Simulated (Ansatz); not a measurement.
## A strain series on RbBr (CsCl type): uniaxial along z, other directions held

RbBr in the CsCl structure, relaxed with r2SCAN in the plane-wave code Ansatz, then strained (uniaxial along z, other directions held; changes of length per length, axes as in the cell below) with the atoms relaxed again within the symmetry that is left. It is cubic, Pm-3m (No. 221); a = 4.128 Å in the conventional setting, 35.17 Å³ an atom. Rb is surrounded by 8 Br at 3.57 Å; Br is surrounded by 8 Rb at 3.57 Å. All values are calculated for a non-magnetic cell, which may be hypothetical.

```
Rb Br
1.0
     4.12793    0.00000    0.00000
     0.00000    4.12793    0.00000
     0.00000    0.00000    4.12793
Rb Br
1 1
Direct
  0.00000 0.00000 0.00000
  0.50000 0.50000 0.50000
```

Gaps are the least over each mesh (PBE 6×6×6, r2SCAN 6×6×6, HSE06 4×4×4 when unstrained) and the special points, which keep their unstrained names; stress is the change from the unstrained cell, compression positive.

```
strain (%)  gap, PBE (eV)  gap, r2SCAN (eV)  gap, HSE06 (eV)  edges, HSE06  stress along the strain, r2SCAN (GPa)  energy rise, r2SCAN (meV/atom)
      -3.5          4.075             4.828            5.261         M → Γ                                  +1.44                             5.4
     -1.74          4.082             4.832            5.265         M → Γ                                  +0.68                             1.3
     -0.66          4.081             4.829            5.262         M → Γ                                  +0.25                             0.2
       0.0          4.078             4.824            5.258         M → Γ                                   0.00                             0.0
```

Q: Estimate the row for a strain of -0.84 %.

A:
```
strain (%)  gap, PBE (eV)  gap, r2SCAN (eV)  gap, HSE06 (eV)  edges, HSE06  stress along the strain, r2SCAN (GPa)  energy rise, r2SCAN (meV/atom)
     -0.84          4.082             4.830            5.263         M → Γ                                  +0.32                             0.3
```

Spin-orbit coupling is left out.

The meshes of the hybrids are coarse, so their gaps aren't converged to the digits shown.
